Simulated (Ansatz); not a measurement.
# AlCu3: the cost of one run

Program: Ansatz 0.2.0. Level of theory: DFT PBEsol, scalar-relativistic, plane waves, PAW. These are calculated values, not measurements.

1 further run of the same task is left out (set aside as unsound or not needed).

## 1. Starting point

It takes space group Pmmn (No. 59, orthorhombic). Conventional cell: a = 4.176 Å, b = 5.118 Å, c = 4.473 Å, α = 90.00°, β = 90.00°, γ = 90.00°. Al (site symmetry mm2) is surrounded by 12 Cu at 2.56 to 2.58 Å. Around Cu (site symmetry mm2) lie 8 Cu at 2.56 to 2.59 Å and 4 Al at 2.56 Å. Around Cu (site symmetry m) lie 8 Cu at 2.55 to 2.59 Å and 4 Al at 2.56 to 2.58 Å.

Structure file:

```cif
data_structure
_symmetry_space_group_name_H-M 'Pmmn:1'
_symmetry_Int_Tables_number 59
_cell_length_a 4.1756
_cell_length_b 5.1183
_cell_length_c 4.4727
_cell_angle_alpha 90.000
_cell_angle_beta 90.000
_cell_angle_gamma 90.000
_cell_volume 95.59
loop_
_atom_site_label
_atom_site_type_symbol
_atom_site_symmetry_multiplicity
_atom_site_Wyckoff_symbol
_atom_site_fract_x
_atom_site_fract_y
_atom_site_fract_z
_atom_site_occupancy
Al1 Al 2 a 0.00000 0.00000 0.66423 1
Cu1 Cu 2 b 0.00000 0.50000 0.66808 1
Cu2 Cu 4 e 0.00000 0.25102 0.16391 1
```

It goes back to an entry of the Materials Project, which need not be the stable form.

It is the result of an earlier relaxation at this level (volume 11.95 Å³/atom; gap on the mesh: none (metal)).

## 2. The reference: the undisturbed cell on the scan's mesh

input.yaml

```yaml
crystal:
  lattice:
    - [4.17564084, 0.0, 0.0]
    - [0.0, 5.1183211291, 0.0]
    - [0.0, 0.0, 4.4727201974]
  atoms:
    - { symbol: Al, position: [0.0, 0.0, 0.6642284137] }
    - { symbol: Al, position: [0.5, 0.5, 0.3357715863] }
    - { symbol: Cu, position: [0.0, 0.5, 0.6680840736] }
    - { symbol: Cu, position: [0.5, 0.0, 0.3319159264] }
    - { symbol: Cu, position: [0.0, 0.2510188885, 0.1639074248] }
    - { symbol: Cu, position: [0.0, 0.7489811115, 0.1639074248] }
    - { symbol: Cu, position: [0.5, 0.2489811115, 0.8360925752] }
    - { symbol: Cu, position: [0.5, 0.7510188885, 0.8360925752] }
basis:
  ecutwfc: 420
kpoints:
  mp_grid: { grid: [8, 8, 8] }
hamiltonian:
  xc: pbesol
scf:
  occupations: { method: gaussian, width: 0.15 }
output:
  forces: true
  stress: true
  eigenvalues: true
  write_density: true
  write_potential: true
  elf: true
  volumetric_format: npy
```

The run is started by

```sh
$ ansatz run input.yaml --threads 2 --pin off --max-ram 5120MiB --backend cpu --events-out ev --progress --plain --runs-dir out
```

What time and memory should one allow on 2 threads of Intel Xeon 6975P-C (Granite Rapids), shared host?

About 17 s, with a peak of 0.85 GiB.
